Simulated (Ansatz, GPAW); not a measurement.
Given: the input of a run of Ansatz 0.2.0 on CdS (Greenockite). 

File input.yaml:

```yaml
crystal:
  lattice:
    - [4.15, 0.0, 0.0]
    - [-2.075, 3.5940054257, 0.0]
    - [0.0, 0.0, 6.737]
  atoms:
    - { symbol: Cd, position: [0.6666666667, 0.3333333333, 0.5] }
    - { symbol: Cd, position: [0.3333333333, 0.6666666667, 0.0] }
    - { symbol: S, position: [0.6666666667, 0.3333333333, 0.875] }
    - { symbol: S, position: [0.3333333333, 0.6666666667, 0.375] }
hamiltonian:
  xc: pbe
  pseudopotentials: { kind: paw }
kpoints:
  mp_grid: { grid: [7, 7, 4] }
scf:
  occupations: { method: gaussian, width: 0.024 }
output:
  forces: true
  stress: true
  eigenvalues: true
```

Potentials or basis: Ansatz PAW.

The run is started by

```sh
$ ansatz run input.yaml --threads 2 --pin off --max-ram 5632MiB --backend cpu --events-out ev --progress --plain --runs-dir out
```

Problem. Translate it to GPAW 26.7.0 (ASE script). Potentials or basis there: GPAW PAW data sets (gpaw-data 1.2.1), cutoff 600 eV.

Solution. As run (cutoffs and basis follow the program's own potentials, and thresholds, step limits or extra output files can differ):

run.py

```python
from ase.dft.bandgap import bandgap
from ase.io import read, write
from ase.units import GPa
from gpaw import GPAW, PW

atoms = read('POSCAR')

calc = GPAW(mode=PW(600),
            xc='PBE',
            kpts={'size': (7, 7, 4), 'gamma': True},
            occupations={'name': 'methfessel-paxton', 'order': 0, 'width': 0.024},
            nbands=31,
            convergence={'density': 1e-05, 'energy': 1e-05},
            maxiter=150,
            txt='gpaw.txt')
atoms.calc = calc
energy = atoms.get_potential_energy()
forces = atoms.get_forces()
stress = atoms.get_stress()
calc.write('gs.gpw')
write('result.traj', atoms)
print(f'Energy: {energy:.6f} eV')
print('Forces (eV/A):')
print(forces.round(4))
print('Stress (GPa):', (stress / GPa).round(3))
print('Fermi level:', round(calc.get_fermi_level(), 4), 'eV')
print(f'Gap: {bandgap(calc)[0]:.4f} eV, direct: {bandgap(calc, direct=True)[0]:.4f} eV')
```

Contents of POSCAR:

```
CdS
1.0
    4.1500000000      0.0000000000      0.0000000000
   -2.0750000000      3.5940054257      0.0000000000
    0.0000000000      0.0000000000      6.7370000000
Cd S
2 2
Direct
    0.6666666667      0.3333333333      0.5000000000
    0.3333333333      0.6666666667      0.0000000000
    0.6666666667      0.3333333333      0.8750000000
    0.3333333333      0.6666666667      0.3750000000
```

Potentials or basis: GPAW PAW data sets (gpaw-data 1.2.1), pw.

Command:

```bash
$ OMP_NUM_THREADS=1 python run.py
```

Both were run:

|  | Ansatz | GPAW |
| --- | --- | --- |
| Pressure | 2.1 GPa | 1.8 GPa |
| Largest force | 0.068 eV/Å | 0.067 eV/Å |

Ansatz's pressure holds a Pulay term of +0.04 GPa for its cutoff of 420 eV, which the other run lacks.

The potentials hold 52 and 36 valence electrons a cell.

Where Ansatz's input types no cutoff or centring, it takes its own default and a Γ-centred mesh.

Pressure is positive in compression.
